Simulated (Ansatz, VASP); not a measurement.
**Cross-check of Si (Si(110)) between VASP and Ansatz**

Aim: how closely do two programs agree when they are given the same cell, functional and k mesh? The structure shown is the end of the VASP relaxation below.

Main program and level: Ansatz 0.2.0; plane waves, with VASP 6.6.1 beside it; single point at PBE.

### 1. Starting point

The cell holds 18 atoms: 18 Si. Cell: a = 3.906 Å, b = 5.523 Å, c = 31.404 Å, α = 90.0°, β = 90.0°, γ = 90.0°. It derives from Si. As first built, before any earlier steps moved the atoms (in the runner's words): 9 layers, strained by +1 % in the plane. Vacuum lies along c.

### 2. VASP: relaxation, PBE

This run makes the geometry at which the two programs are then compared.

Lines of VASP's logs that name or quote its potential files are left out, and so is its time.

The input, INCAR:

```
SYSTEM = Si
PREC = Normal
ENCUT = 320
EDIFF = 1E-05
NELM = 120
ISMEAR = 0
SIGMA = 0.03
LREAL = Auto
ALGO = Fast
GGA = PE
NBANDS = 54
LORBIT = 11
LWAVE = .FALSE.
LCHARG = .FALSE.
KPAR = 2
NCORE = 2
IBRION = 2
NSW = 60
ISIF = 2
EDIFFG = -0.03
POTIM = 0.4
MAXMIX = 40
IDIPOL = 3
LDIPOL = .TRUE.
DIPOL = 0.5 0.5 0.5
```

The input, POSCAR:

```
Si
1.0
    3.9056162989      0.0000000000      0.0000000000
    0.0000000000      5.5233755393      0.0000000000
    0.0000000000      0.0000000000     31.4044604892
Si
18
Direct
    0.7500000000      0.3750000000      0.7452591200
    0.2500000000      0.6250000000      0.7452591200
    0.2500000000      0.8750000000      0.6839443400
    0.7500000000      0.1250000000      0.6839443400
    0.7500000000      0.3750000000      0.6226295600
    0.2500000000      0.6250000000      0.6226295600
    0.2500000000      0.8750000000      0.5613147800
    0.7500000000      0.1250000000      0.5613147800
    0.7500000000      0.3750000000      0.5000000000
    0.2500000000      0.6250000000      0.5000000000
    0.2500000000      0.8750000000      0.4386852200
    0.7500000000      0.1250000000      0.4386852200
    0.7500000000      0.3750000000      0.3773704400
    0.2500000000      0.6250000000      0.3773704400
    0.2500000000      0.8750000000      0.3160556600
    0.7500000000      0.1250000000      0.3160556600
    0.7500000000      0.3750000000      0.2547408800
    0.2500000000      0.6250000000      0.2547408800
```

The input, KPOINTS:

```
Automatic mesh
0
Gamma
6 5 1
0 0 0
```

PAW data sets: Si (PBE family, release 64).

Run with:

```sh
$ mpirun -np 4 vasp_std
```

Numbers of over 12 decimals in the logs are rounded to 6 here.

The log of the run:

```text
[banner, memory and clock lines left out]
running    4 mpi-ranks, on    1 nodes
 distrk:  each k-point on    2 cores,    2 groups
 distr:  one band on    2 cores,    1 groups

 POSCAR found type information on POSCAR Si
 POSCAR found :  1 types and      18 ions
 LDA part: xc-table for (Slater+PW92), standard interpolation
 POSCAR, INCAR and KPOINTS ok, starting setup
 FFT: planning ... GRIDC
 FFT: planning ... GRID_SOFT
 FFT: planning ... GRID
 WAVECAR not read
 entering main loop
       N       E                     dE             d eps       ncg     rms          rms(c)
DAV:   1     0.212163824519E+03    0.21216E+03   -0.19063E+04  1296   0.697E+02
DAV:   2    -0.722212935653E+02   -0.28439E+03   -0.27137E+03  1686   0.151E+02
DAV:   3    -0.934442720499E+02   -0.21223E+02   -0.20758E+02  1578   0.399E+01
DAV:   4    -0.942733520826E+02   -0.82908E+00   -0.82421E+00  2016   0.886E+00
DAV:   5    -0.942961090117E+02   -0.22757E-01   -0.22741E-01  1762   0.143E+00    0.137E+01
RMM:   6    -0.930706400205E+02    0.12255E+01   -0.10446E+00  1296   0.212E+00    0.814E+00
RMM:   7    -0.926544250223E+02    0.41621E+00   -0.17196E+00  1314   0.306E+00    0.969E-01
RMM:   8    -0.926163699172E+02    0.38055E-01   -0.21049E-01  1352   0.138E+00    0.547E-01
RMM:   9    -0.926105088082E+02    0.58611E-02   -0.43289E-02  1340   0.687E-01    0.207E-01
RMM:  10    -0.926127608111E+02   -0.22520E-02   -0.14881E-02  1659   0.371E-01    0.210E-01
RMM:  11    -0.926131629198E+02   -0.40211E-03   -0.15126E-03  1442   0.119E-01    0.139E-01
RMM:  12    -0.926131457308E+02    0.17189E-04   -0.10933E-03  1314   0.864E-02    0.464E-02
RMM:  13    -0.926132632476E+02   -0.11752E-03   -0.33212E-04  1325   0.483E-02    0.173E-02
RMM:  14    -0.926134315055E+02   -0.16826E-03   -0.18482E-04  1210   0.300E-02    0.217E-02
RMM:  15    -0.926135295983E+02   -0.98093E-04   -0.49776E-05  1011   0.188E-02    0.748E-03
RMM:  16    -0.926135716102E+02   -0.42012E-04   -0.37959E-05   948   0.128E-02    0.708E-03
RMM:  17    -0.926136095009E+02   -0.37891E-04   -0.83224E-06   881   0.853E-03    0.189E-03
RMM:  18    -0.926136264814E+02   -0.16980E-04   -0.46246E-06   861   0.585E-03    0.432E-03
RMM:  19    -0.926136478923E+02   -0.21411E-04   -0.12829E-06   639   0.377E-03    0.132E-03
RMM:  20    -0.926136654598E+02   -0.17568E-04   -0.94755E-07   564   0.325E-03    0.143E-03
RMM:  21    -0.926136762841E+02   -0.10824E-04   -0.59848E-07   521   0.292E-03    0.370E-04
RMM:  22    -0.926136781057E+02   -0.18217E-05   -0.16621E-07   456   0.260E-03
   1 F= -.92613678E+02 E0= -.92610991E+02  d E =-.926137E+02
[... from here on, the cycles between the ionic steps are left out ...]
   2 F= -.92732372E+02 E0= -.92729374E+02  d E =-.118694E+00
   3 F= -.92793518E+02 E0= -.92789363E+02  d E =-.179840E+00
  11 F= -.92964456E+02 E0= -.92961655E+02  d E =-.110566E-01
  12 F= -.92969312E+02 E0= -.92966480E+02  d E =-.485601E-02
  13 F= -.92969636E+02 E0= -.92966793E+02  d E =-.518050E-02
  14 F= -.92974436E+02 E0= -.92971563E+02  d E =-.479919E-02
  15 F= -.92976201E+02 E0= -.92973306E+02  d E =-.656506E-02
  16 F= -.92978237E+02 E0= -.92975328E+02  d E =-.203551E-02
  17 F= -.92980978E+02 E0= -.92978026E+02  d E =-.477694E-02
  18 F= -.92984012E+02 E0= -.92981073E+02  d E =-.303404E-02
  19 F= -.92986293E+02 E0= -.92983382E+02  d E =-.531497E-02
  20 F= -.92987078E+02 E0= -.92984175E+02  d E =-.784983E-03
 trial-energy change:   -0.000785  1 .order   -0.000877   -0.001177   -0.000578
 step:   1.8338(harm=  1.8338)  dis= 0.00645  next Energy=   -92.987450 (dE=-0.116E-02)
 bond charge predicted
       N       E                     dE             d eps       ncg     rms          rms(c)
DAV:   1    -0.929873229129E+02   -0.25163E-03   -0.12242E-02  1348   0.342E-01    0.565E-02
RMM:   2    -0.929873768533E+02   -0.53940E-04   -0.67006E-04  1307   0.968E-02    0.261E-02
RMM:   3    -0.929873933831E+02   -0.16530E-04   -0.13965E-04  1374   0.470E-02    0.240E-02
RMM:   4    -0.929874037228E+02   -0.10340E-04   -0.24239E-05   898   0.210E-02    0.202E-02
RMM:   5    -0.929874158557E+02   -0.12133E-04   -0.69382E-06   828   0.102E-02    0.154E-02
RMM:   6    -0.929874202780E+02   -0.44223E-05   -0.46392E-06   820   0.710E-03
  21 F= -.92987420E+02 E0= -.92984524E+02  d E =-.112695E-02
 curvature:  -1.27 expect dE=-0.413E-03 dE for cont linesearch -0.273E-05
 trial: gam= 0.23102 g(F)=  0.326E-03 g(S)=  0.000E+00 ort = 0.613E-04 (trialstep = 0.111E+01)
 search vector abs. value=  0.448E-03
 reached required accuracy - stopping structural energy minimisation
```

Parts of OUTCAR (step 2):

```text
ion  position               nearest neighbor table
   1  0.750  0.375  0.745-   4 2.37   2 2.39   2 2.39
   2  0.250  0.625  0.745-   3 2.37   1 2.39   1 2.39
   3  0.250  0.875  0.684-   6 2.37   2 2.37   4 2.39   4 2.39
   4  0.750  0.125  0.684-   5 2.37   1 2.37   3 2.39   3 2.39
   5  0.750  0.375  0.623-   4 2.37   8 2.37   6 2.39   6 2.39
   6  0.250  0.625  0.623-   3 2.37   7 2.37   5 2.39   5 2.39
   7  0.250  0.875  0.561-   6 2.37  10 2.37   8 2.39   8 2.39
   8  0.750  0.125  0.561-   5 2.37   9 2.37   7 2.39   7 2.39
   9  0.750  0.375  0.500-   8 2.37  12 2.37  10 2.39  10 2.39
  10  0.250  0.625  0.500-   7 2.37  11 2.37   9 2.39   9 2.39
  11  0.250  0.875  0.439-  14 2.37  10 2.37  12 2.39  12 2.39
  12  0.750  0.125  0.439-  13 2.37   9 2.37  11 2.39  11 2.39
  13  0.750  0.375  0.377-  12 2.37  16 2.37  14 2.39  14 2.39
  14  0.250  0.625  0.377-  11 2.37  15 2.37  13 2.39  13 2.39
  15  0.250  0.875  0.316-  14 2.37  18 2.37  16 2.39  16 2.39
  16  0.750  0.125  0.316-  13 2.37  17 2.37  15 2.39  15 2.39
  17  0.750  0.375  0.255-  16 2.37  18 2.39  18 2.39
  18  0.250  0.625  0.255-  15 2.37  17 2.39  17 2.39

  LATTYP: Found a simple orthorhombic cell.
 ALAT       =     3.9056162989
 B/A-ratio  =     1.4142135624
 C/A-ratio  =     8.0408463315

 Subroutine GETGRP returns: Found  8 space group operations
 (whereof  4 operations were pure point group operations)

The static configuration has the point symmetry C_2h.
 The point group associated with its full space group is D_2h.

 Found     12 irreducible k-points:

   k-points           NKPTS =     12   k-points in BZ     NKDIM =     12   number of bands    NBANDS=     54

   dimension x,y,z NGX =    18 NGY =   24 NGZ =  140
   dimension x,y,z NGXF=    36 NGYF=   48 NGZF=  280

   ENCUT  =  320.0 eV  23.52 Ry    4.85 a.u.   5.70  8.06 45.81*2*pi/ulx,y,z

   NELECT =      72.0000    total number of electrons

 k-points in reciprocal lattice and weights: Automatic mesh
   0.00000000  0.00000000  0.00000000       0.033
   0.16666667  0.00000000  0.00000000       0.067
   0.33333333  0.00000000  0.00000000       0.067
   0.50000000  0.00000000  0.00000000       0.033
   0.00000000  0.20000000  0.00000000       0.067
   0.16666667  0.20000000  0.00000000       0.133
   0.33333333  0.20000000  0.00000000       0.133
   0.50000000  0.20000000  0.00000000       0.067
   0.00000000  0.40000000  0.00000000       0.067
   0.16666667  0.40000000  0.00000000       0.133
   0.33333333  0.40000000  0.00000000       0.133
   0.50000000  0.40000000  0.00000000       0.067

 dipolmoment           0.000000      0.000000     -0.000000 electrons x Angstroem

 average (electrostatic) potential at core
       1 -88.1735       2 -88.1735       3 -88.3376       4 -88.3376       5 -88.4141
       6 -88.4141       7 -88.4527       8 -88.4527       9 -88.4440      10 -88.4440
      11 -88.4527      12 -88.4527      13 -88.4141      14 -88.4141      15 -88.3376
      16 -88.3376      17 -88.1735      18 -88.1735

 E-fermi :   0.9213

 k-point     1 :       0.0000    0.0000    0.0000
  band No.  band energies     occupation
    ...
     31      -0.1165      2.00000
     32       0.1293      2.00000
     33       0.3954      2.00000
     34       0.5834      2.00000
     35       0.9196      1.06293
     36       1.0100      0.00003
     37       1.4495      0.00000
     38       1.6021      0.00000
     39       1.9017      0.00000
     40       2.0317      0.00000
    ...

 k-point     2 :       0.1667    0.0000    0.0000
  band No.  band energies     occupation
    ...
     32      -0.7057      2.00000
     33      -0.3901      2.00000
     34      -0.1489      2.00000
     35       0.4781      2.00000
     36       0.5492      2.00000
     37       1.9212      0.00000
     38       2.2684      0.00000
     39       2.4784      0.00000
     40       2.6531      0.00000
     41       2.7429      0.00000
    ...

 k-point     3 :       0.3333    0.0000    0.0000
  band No.  band energies     occupation
    ...
     32      -1.3907      2.00000
     33      -1.1271      2.00000
     34      -0.4019      2.00000
     35       0.1447      2.00000
     36       0.2762      2.00000
     37       1.4986      0.00000
     38       1.7059      0.00000
     39       1.7084      0.00000
     40       1.9468      0.00000
     41       2.4284      0.00000
    ...

  Total       -1.9149451      2.7565038     -1.4943802      0.0000000      0.0000000      0.0000000
  in kB       -4.5287820      6.5190407     -3.5341600      0.0000000      0.0000000      0.0000000
  external PRESSURE =      -0.5146338 kB  Pullay stress =       0.0000000 kB

  energy-cutoff  :      320.00
  volume of cell :      677.46
      direct lattice vectors                 reciprocal lattice vectors
     3.905616299  0.000000000  0.000000000     0.256041537  0.000000000  0.000000000
     0.000000000  5.523375539  0.000000000     0.000000000  0.181048707  0.000000000
     0.000000000  0.000000000 31.404460489     0.000000000  0.000000000  0.031842610

 POSITION                                       TOTAL-FORCE (eV/Angst)
 -----------------------------------------------------------------------------------
      2.92921      2.18332     23.18240         0.000000     -0.012784     -0.018773
      0.97640      3.34006     23.18240         0.000000      0.012784     -0.018773
      0.97640      4.87801     21.47031        -0.000000      0.007575     -0.003226
      2.92921      0.64537     21.47031         0.000000     -0.007575     -0.003226
      2.92921      2.08237     19.57490         0.000000      0.004521     -0.027746
      0.97640      3.44101     19.57490         0.000000     -0.004521     -0.027746
      0.97640      4.83484     17.63652        -0.000000      0.023682      0.006277
      2.92921      0.68853     17.63652        -0.000000     -0.023682      0.006277
      2.92921      2.07791     15.70223        -0.000000     -0.016728     -0.000000
      0.97640      3.44547     15.70223         0.000000      0.016728     -0.000000
      0.97640      4.83484     13.76794         0.000000      0.023682     -0.006277
      2.92921      0.68853     13.76794        -0.000000     -0.023682     -0.006277
      2.92921      2.08237     11.82956         0.000000      0.004521      0.027746
      0.97640      3.44101     11.82956         0.000000     -0.004521      0.027746
      0.97640      4.87801      9.93415        -0.000000      0.007575      0.003226
      2.92921      0.64537      9.93415         0.000000     -0.007575      0.003226
      2.92921      2.18332      8.22206         0.000000     -0.012784      0.018773
      0.97640      3.34006      8.22206        -0.000000      0.012784      0.018773
 -----------------------------------------------------------------------------------
    total drift:                               -0.000000      0.000000      0.000000

  FREE ENERGIE OF THE ION-ELECTRON SYSTEM (eV)
  ---------------------------------------------------
  free  energy   TOTEN  =       -92.9874202780 eV

  energy  without entropy=      -92.9816278823  energy(sigma->0) =      -92.98452408

 reached required accuracy - stopping structural energy minimisation

 vacuum level on the upper side and lower side of the slab         5.599         5.599

 total charge
# of ion       s       p       d       tot
------------------------------------------
    1        0.775   0.909   0.000   1.684
    2        0.775   0.909   0.000   1.684
    3        0.761   0.925   0.000   1.686
    4        0.761   0.925   0.000   1.686
    5        0.757   0.911   0.000   1.668
    6        0.757   0.911   0.000   1.668
    7        0.754   0.911   0.000   1.665
    8        0.754   0.911   0.000   1.665
    9        0.753   0.915   0.000   1.668
   10        0.753   0.915   0.000   1.668
   11        0.754   0.911   0.000   1.665
   12        0.754   0.911   0.000   1.665
   13        0.757   0.911   0.000   1.668
   14        0.757   0.911   0.000   1.668
   15        0.761   0.925   0.000   1.686
   16        0.761   0.925   0.000   1.686
   17        0.775   0.909   0.000   1.684
   18        0.775   0.909   0.000   1.684
--------------------------------------------------
tot         13.694  16.452   0.000  30.147

[... 3 further parts left out ...]
```

CONTCAR:

```
Si
   1.00000000000000
     3.9056162989000001    0.0000000000000000    0.0000000000000000
     0.0000000000000000    5.5233755392999999    0.0000000000000000
     0.0000000000000000    0.0000000000000000   31.4044604892000017
  Si
    18
Direct
     0.7500000000000000    0.3952871822342352    0.7381880760125230
     0.2500000000000000    0.6047128177657648    0.7381880760125230
     0.2500000000000000    0.8831568574795629    0.6836708552190111
     0.7500000000000000    0.1168431425204370    0.6836708552190111
     0.7500000000000000    0.3770104050056267    0.6233159894811361
     0.2500000000000000    0.6229895949943731    0.6233159894811361
     0.2500000000000000    0.8753423974487430    0.5615926986624332
     0.7500000000000000    0.1246576025512568    0.5615926986624332
     0.7500000000000000    0.3762026128197164    0.5000000000000000
     0.2500000000000000    0.6237973871802837    0.5000000000000000
     0.2500000000000000    0.8753423974487430    0.4384073013375669
     0.7500000000000000    0.1246576025512568    0.4384073013375669
     0.7500000000000000    0.3770104050056267    0.3766840105188640
     0.2500000000000000    0.6229895949943731    0.3766840105188640
     0.2500000000000000    0.8831568574795629    0.3163291447809887
     0.7500000000000000    0.1168431425204370    0.3163291447809887
     0.7500000000000000    0.3952871822342352    0.2618119239874770
     0.2500000000000000    0.6047128177657648    0.2618119239874770
```

The run keeps the 8 symmetry operations of its start, so it cannot find a distortion of lower symmetry.

(Part 1 of 2 ends here.)

[Lines on the potential files, build, host, timing and source positions are cut from VASP's logs without a mark.]

[Logs are printed without paths, hosts, clocks, repeated set-up lines and the standing remarks that a program may print on its own settings, such as how far it seeks lower states.]

[Hosts, paths, dates, database ids (printed as entryN), source tags and the programs' standing remarks are cut or masked in the printed files.]
